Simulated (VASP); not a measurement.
Input of a VASP 6.6.1 run:

Contents of INCAR:

```
PREC = Accurate ; ENCUT = 600
EDIFF = 1E-7 ; ISMEAR = 0
SIGMA = 0.03 ; LREAL = False
LASPH = True ; NELM = 80
ALGO = Normal ; ISIF = 3
LWAVE = False ; LCHARG = False
GGA = PS ; IBRION = 2
NSW = 90 ; EDIFFG = -0.005
KPAR = 8
```

The input KPOINTS:

```
regular mesh
0
Gamma
  12 12 12
```

File POSCAR:

```
MgO                                     
1.0
    0.0000000000      2.1039232589      2.1039232589
    2.1039232589     -0.0000000000      2.1039232589
    2.1039232589      2.1039232589     -0.0000000000
  Mg              O             
     1     1
Direct
     0.0000000000000000    0.0000000000000000    0.0000000000000000
     0.5000000000000000    0.5000000000000000    0.5000000000000000
```

Potentials or basis: VASP PAW PBE potentials, release 64 (Mg, O).

Run with:

```bash
$ cat potpaw_PBE.64/Mg/POTCAR potpaw_PBE.64/O/POTCAR > POTCAR
$ mpirun -np 8 vasp_std > vasp.out
```

Problem. Estimate the band gap on the k mesh.

Solution. 4.66 eV, direct.

Final structure:
```
Mg O
1.0
     0.00000    2.10392    2.10392
     2.10392    0.00000    2.10392
     2.10392    2.10392    0.00000
Mg O
1 1
Cartesian
  0.0000 0.0000 0.0000
  2.1039 2.1039 2.1039
```

Caveat: the relaxation stopped at its first step, so nothing moved. As with any semilocal functional, this PBEsol gap is likely too small.
